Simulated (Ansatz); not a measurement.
## Gradients in Cu₂O at several cell volumes

Reference cell: a COD entry, whose atoms a relaxation with PBE at fixed cell left in place.

Space group Pn-3m:1 (No. 224); a = 4.2685 Å.

| site | Wyckoff | site symmetry | x | y | z |
| --- | --- | --- | --- | --- | --- |
| Cu | 4b | .-3m | 0.2500 | 0.2500 | 0.2500 |
| O | 2a | -43m | 0.0000 | 0.0000 | 0.0000 |

One atom of each set is listed.

Method: Kohn–Sham DFT in Ansatz, PBE, plane waves and PAW, scalar-relativistic, 420 eV cutoff, Γ-centred 7×7×7 k-points, Fermi–Dirac smearing 0.02 eV.

The cell is scaled uniformly, and the ions relax again at each size. Sites with gradients under 0.05 are left out.

```json
{"V/V₀": "0.94", "Cu V_zz (η)": "-6.39 (0.00)"}
{"V/V₀": "0.96", "Cu V_zz (η)": "-5.97 (0.00)"}
{"V/V₀": "0.98", "Cu V_zz (η)": "-5.57 (0.00)"}
{"V/V₀": "1.00", "Cu V_zz (η)": "-5.19 (0.00)"}
{"V/V₀": "1.02", "Cu V_zz (η)": "-4.84 (0.00)"}
{"V/V₀": "1.04", "Cu V_zz (η)": "-4.50 (0.00)"}
{"V/V₀": "1.06", "Cu V_zz (η)": "?"}
```

Problem. Fill in the row for V/V₀ = 1.06 (V_zz in 10²¹ V/m²).

Solution. Cu: -4.18 (0.00). Worked for Cu: a power law through the other 6 rows, |V_zz| = 5.18 × (V/V₀)^-3.46, gives 4.23 at V/V₀ = 1.06, against 4.18 from the run (+1.2 %). Logarithmic slopes d ln|V_zz|/d ln V over the series: Cu -3.5. Point charges on a uniformly scaled lattice would give −1; charge that moves in the bonds makes the difference.

Semilocal functionals underestimate gradients at Cu(I) with two or three neighbours, in Cu₂O by a fifth to nearly a half.
